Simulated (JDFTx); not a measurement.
Crystal: Sn.

```xyz
2
Lattice="0.0000 3.2333 3.2333 3.2333 0.0000 3.2333 3.2333 3.2333 0.0000" Properties=species:S:1:pos:R:3 pbc="T T T"
Sn    4.8500    4.8500    4.8500
Sn    3.2333    3.2333    3.2333
```

This isn't the form of Sn at room conditions, which is tetragonal (white tin).

Base run:

```yaml
Program: JDFTx 1.7.0 (patched build)
Functional: PBE
Potentials_or_basis: PseudoDojo-SR-PBE-0.5-standard
Cutoff: 980 eV
Density_cutoff: 3918 eV
k_mesh: 7 × 7 × 7
Occupations: fermi-dirac, width 0.05 eV
Spin: no spin polarisation
```

Its results: band gap on the k mesh none (metal or under the smearing width); pressure 3.9 GPa.

Q: The run is repeated on the same cell with these changes: functional from PBE to PBEsol; potentials or basis from PseudoDojo-SR-PBE-0.5-standard to PseudoDojo-SR-PBEsol-0.4.1-standard with smoothed tails; density cutoff from 3918 eV to 7837 eV. What comes out?

A: Band gap on the k mesh none (metal or under the smearing width); pressure 1.7 GPa.

Not every run made on this cell is shown here.
